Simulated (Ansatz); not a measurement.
InAs:

```
In As
1.0
     0.00000    2.87730    2.87730
     2.87730    0.00000    2.87730
     2.87730    2.87730    0.00000
In As
1 1
Direct
  0.50000 0.50000 0.50000
  0.00000 0.00000 0.00000
```

Measurements of this composition are mostly on another form, of space group No. 216.

* Program: Ansatz 0.2.0
* Task: relaxation of cell and atoms
* Functional: PBEsol
* Dispersion: D3(BJ)
* Potentials or basis: Ansatz PAW
* Cutoff: 420 eV (not typed: the program's choice for these potentials)
* k mesh: 8 × 8 × 8
* Occupations: fermi-dirac, width 0.05 eV
* Spin: no spin polarisation

At the start: volume 23.82 Å³/atom.

Q: Where does the relaxation end?

A: It ends after 6 steps and the volume is 21.74 Å³/atom (-8.7 %); space group Fm-3m (No. 225, to 0.05 Å).

The path:
| step | energy change (eV) | largest force (eV/Å) | volume (Å³) |
| --- | --- | --- | --- |
| 1 | 0.0000 | 0.0000 | 47.64 |
| 2 | -0.0460 | 0.0000 | 41.01 |
| 3 | -0.0822 | 0.0000 | 43.91 |
| 4 | -0.0833 | 0.0000 | 43.53 |
| 5 | -0.0833 | 0.0000 | 43.48 |
| 6 | -0.0823 | 0.0000 | 43.48 |

Final structure:
```
CELL_PARAMETERS angstrom
0.00000 2.79100 2.79100
2.79100 0.00000 2.79100
2.79100 2.79100 0.00000
ATOMIC_POSITIONS crystal
In 0.50000 0.50000 0.50000
As 0.00000 0.00000 0.00000
```

Caveat: the plane-wave basis is chosen anew once the cell has moved, so the energies of steps on either side of that aren't comparable; pairwise dispersion overbinds metals, which lowers pressure and volume; the PAW data sets come from PBE, with cores solved anew for the run's functional, which leaves a small shift of forces and pressure.
